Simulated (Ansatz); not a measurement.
# ZnSe (Stilleite) (F-43m) in Ansatz: equation of state

Aim: energy against volume of ZnSe (Stilleite) in PBEsol, for its equilibrium volume and stiffness.

Everything below comes from runs of Ansatz 0.2.0. Logs are shortened: lines on timing, memory, paths and dates and some standing lists are left out, and cuts for length are marked.

## Step 1: The structure

Symmetry: F-43m, No. 216, cubic system. Conventional cell: a = 5.668 Å, b = 5.668 Å, c = 5.668 Å, α = 90.00°, β = 90.00°, γ = 90.00°. Around Se (site symmetry -43m) lie 4 Zn at 2.45 Å. Around Zn (site symmetry -43m) lie 4 Se at 2.45 Å.

## Step 2: Equation of state, PBEsol

Potentials or basis: all-electron LAPW, scalar-relativistic.

This step only gathers the single runs of the series.

Results:

| Item | Value |
| --- | --- |
| Equilibrium volume | 22.35 Å³/atom |
| Bulk modulus | 65 GPa |
| Pressure derivative of the bulk modulus | 4.5 |

Energy against volume, from the lowest point:
| volume (Å³/atom) | energy (meV/atom) |
| --- | --- |
| 21.391 | 9.09 |
| 21.846 | 2.41 |
| 22.301 | 0.00 |
| 22.757 | 1.41 |
| 23.212 | 6.22 |
| 23.667 | 14.09 |
| 24.122 | 24.67 |
